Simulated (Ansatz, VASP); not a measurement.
This is a calculation of TePb for VASP 6.6.1.

File INCAR:

```
PREC = Accurate ; ENCUT = 520
EDIFF = 1E-7 ; ISMEAR = -1
SIGMA = 0.05 ; LREAL = False
LASPH = True ; NELM = 80
ALGO = Normal ; ISIF = 2
LWAVE = False ; LCHARG = False
GGA = PE ; NBANDS = 17
```

The input KPOINTS:

```
Automatic mesh
0
Gamma
  7 7 7
```

The input POSCAR:

```
TePb
1.0
    0.0000000000      3.2310000000      3.2310000000
    3.2310000000      0.0000000000      3.2310000000
    3.2310000000      3.2310000000      0.0000000000
Pb Te
1 1
Direct
    0.0000000000      0.0000000000      0.0000000000
    0.5000000000      0.5000000000      0.5000000000
```

Potentials or basis: VASP PAW PBE potentials, release 64 (Pb_d, Te).

Run with:

```bash
$ cat potpaw_PBE.64/Pb_d/POTCAR potpaw_PBE.64/Te/POTCAR > POTCAR
$ mpirun -np 1 vasp_std > vasp.out
```

**Question.** Set up the same calculation for Ansatz 0.2.0. Potentials there: Ansatz PAW.

**Answer.** As run (the cutoff follows the program's own potentials):

Contents of input.yaml:

```yaml
crystal:
  lattice:
    - [0.0, 3.231, 3.231]
    - [3.231, 0.0, 3.231]
    - [3.231, 3.231, 0.0]
  atoms:
    - { symbol: Pb, position: [0.0, 0.0, 0.0] }
    - { symbol: Te, position: [0.5, 0.5, 0.5] }
hamiltonian:
  xc: pbe
  pseudopotentials: { kind: paw }
kpoints:
  mp_grid: { grid: [7, 7, 7] }
scf:
  occupations: { method: fermi_dirac, width: 0.05 }
output:
  forces: true
  stress: true
  eigenvalues: true
```

Potentials or basis: Ansatz PAW.

The run is started by

```sh
$ ansatz run input.yaml --threads 1 --pin off --max-ram 3584MiB --backend cpu --events-out ev --progress --plain --runs-dir out
```

Both were run:

|  | VASP | Ansatz | Ansatz less VASP |
| --- | --- | --- | --- |
| gap on the k mesh at the Fermi level (eV) | 1.01 | 1.01 | -0.003 |
| least direct gap on the mesh (eV) | 1.01 | 1.01 | -0.003 |
| pressure (GPa) | 2.1 | 2.1 | +0.04 |

The two sets of potentials don't hold the same shells in valence.

Spin-orbit coupling is left out, which matters for the levels of Pb, Te.
